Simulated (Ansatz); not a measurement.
**Bi2Te3 (Tellurobismuthite) in Ansatz: the effect of target pressure**

Bi2Te3 (Tellurobismuthite):

```
CELL_PARAMETERS angstrom
2.19300 1.26613 10.16567
-2.19300 1.26613 10.16567
0.00000 -2.53226 10.16567
ATOMIC_POSITIONS crystal
Bi 0.60000 0.60000 0.60000
Bi 0.40000 0.40000 0.40000
Te 0.79050 0.79050 0.79050
Te 0.20950 0.20950 0.20950
Te 0.00000 0.00000 0.00000
```

Alike in all runs:

| Property | Result |
| --- | --- |
| Program | Ansatz 0.2.0 |
| Task | relaxation of cell and atoms |
| Functional | PBE |
| Potentials or basis | Ansatz PAW |
| Cutoff | 420 eV (not typed: the program's choice for these potentials) |
| k mesh | 7 × 7 × 7 |
| Occupations | fermi-dirac, width 0.05 eV |
| Spin | no spin polarisation |

Each run relaxes the cell or the atoms first.

Q: One run gave: relaxed volume 31.86 Å³/atom; gap on the mesh 0.24 eV. Which target pressure did it use?
A. 0 GPa
B. 2 GPa
C. 10 GPa
D. 30 GPa
E. 5 GPa

A: E.

```tsv
target pressure	relaxed volume (Å³/atom)	gap on the mesh (eV)
0 GPa	36.50	0.50
2 GPa	33.86	0.27
5 GPa	31.86	0.24
10 GPa	29.66	0.24
20 GPa	26.02	none
30 GPa	22.44	none
```

Caveats: the plane-wave basis is chosen anew once the cell has moved, so the energies of steps on either side of that aren't comparable; odd divisions of the mesh miss points on the zone boundary, where band edges often lie, so the gap on the mesh can be too wide (some runs); spin-orbit coupling is left out, which as a rule narrows the gap of such compounds by several tenths of an eV (some runs); the volume moved by over 15 % at a fixed basis, so the end points are rough (some runs); spin-orbit coupling is left out, which moves the levels of the heavy elements (some runs).

A k mesh can miss the band edges.

A gap of «none» marks a metal or a gap under the smearing width.
